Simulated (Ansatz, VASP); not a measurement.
PbS: VASP beside Ansatz

INCAR

```
ALGO     = Normal         # electronic algorithm
EDIFF    = 1E-6           # SCF threshold, eV
ENCUT    = 520            # plane-wave cutoff, eV
GGA      = RP             # functional
ISIF     = 2              # what is computed and relaxed
ISMEAR   = 0              # smearing method
LASPH    = True           # aspherical terms in the spheres
LCHARG   = False          # write CHGCAR
LREAL    = False          # projectors in reciprocal space
LWAVE    = False          # write WAVECAR
NBANDS   = 17             # bands
NELM     = 80             # most SCF steps
PREC     = Accurate       # precision mode
SIGMA    = 0.02           # smearing width, eV
```

The input KPOINTS:

```
k-points
0
Gamma
  8 8 7
```

File POSCAR:

```
PbS
1.0
    4.0896976867      0.0000000000      0.0000000000
   -2.0448488433      3.5417820905      0.0000000000
    0.0000000000      0.0000000000      3.7881670000
Pb S
1 1
Direct
    0.0000000000      0.0000000000      0.0000000000
    0.6666666667      0.3333333333      0.5000000000
```

input.yaml

```yaml
crystal:
  lattice:
    - [4.0896976867, 0.0, 0.0]
    - [-2.0448488433, 3.5417820905, 0.0]
    - [0.0, 0.0, 3.788167]
  atoms:
    - { symbol: Pb, position: [0.0, 0.0, 0.0] }
    - { symbol: S, position: [0.6666666667, 0.3333333333, 0.5] }
kpoints:
  mp_grid: { grid: [8, 8, 7] }
scf:
  occupations: { method: gaussian, width: 0.02 }
hamiltonian:
  xc: rpbe
  pseudopotentials: { kind: all_electron, lapw: { basis_error: 0.001 } }
output:
  forces: true
  stress: true
  eigenvalues: true
```

Measurements of this composition are mostly on another form, of space group No. 225.

Alike in both runs: task single point; functional RPBE; k mesh 8 × 8 × 7; occupations gaussian, width 0.02 eV; no spin polarisation.

```csv
,VASP,Ansatz
version,VASP 6.6.1,Ansatz 0.2.0
potentials or method,"VASP PAW PBE potentials, release 64 (Pb_d, S)","all-electron LAPW, scalar-relativistic"
plane-wave cutoff (eV),520,see its input
```

Ansatz gave:

| Property | Result |
| --- | --- |
| gap on the k mesh at the Fermi level (eV) | 0.29 |
| least direct gap on the mesh (eV) | 1.70 |
| pressure (GPa) | 1.9 |
| largest component of the traceless stress (GPa) | 0.09 |

Task: Which values does VASP return?

Result: gap on the k mesh at the Fermi level (eV): 0.30; least direct gap on the mesh (eV): 1.70; pressure (GPa): 1.8; largest component of the traceless stress (GPa): 0.08.

Ansatz ran all-electron here, so the differences hold the error of VASP's frozen core and of both bases.

Caveats: spin-orbit coupling is left out, which as a rule narrows the gap of such compounds by several tenths of an eV; an odd mesh through Γ misses points on the zone boundary, where band edges often lie; the PAW data sets were made with another functional, which shifts forces and pressure a little (VASP).
